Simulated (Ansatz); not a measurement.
Sb under strains and displacements

These are results of DFT PBEsol, scalar-relativistic, plane waves, PAW (Ansatz), not measurements.

Plane waves to 420 eV, a k mesh through Γ of 16×16×16 on the computed 1-atom cell and Gaussian smearing (0.10 eV); no spin polarisation.

Reference cell:

```
Sb
1.0
    -1.57654    1.57654    2.71194
     1.57654   -1.57654    2.71194
     1.57654    1.57654   -2.71194
Sb
1
Direct
  0.00000 0.00000 0.00000
```

Each variant moves atoms of this cell by the vectors given, if any (Å), and then applies a symmetric strain (tensor components, Cartesian axes). The reference cell isn't relaxed at this level. Energies are per atom at zero smearing, counted from the lowest variant. Pressure is positive in compression.

1. strain (xx yy zz yz xz xy, %) -3.76 -3.76 0.51 0.00 0.00 4.00
2. strain (xx yy zz yz xz xy, %) -0.94 -0.94 -0.54 0.00 0.00 1.00
3. strain (xx yy zz yz xz xy, %) -3.28 -3.28 -2.63 0.00 0.00 2.00

| result | ΔE (meV/atom) | P (GPa) |
| --- | --- | --- |
| A | 32.6 | 6.07 |
| B | 15.0 | 4.57 |
| C | 0.0 | 0.54 |

**Question.** Which variant gave which result?

**Answer.** A is 3, B is 1, C is 2. The pressure falls as the cell grows: from the smallest volume to the largest the variants are 3, 1, 2.

This form isn't the element's structure at ambient conditions.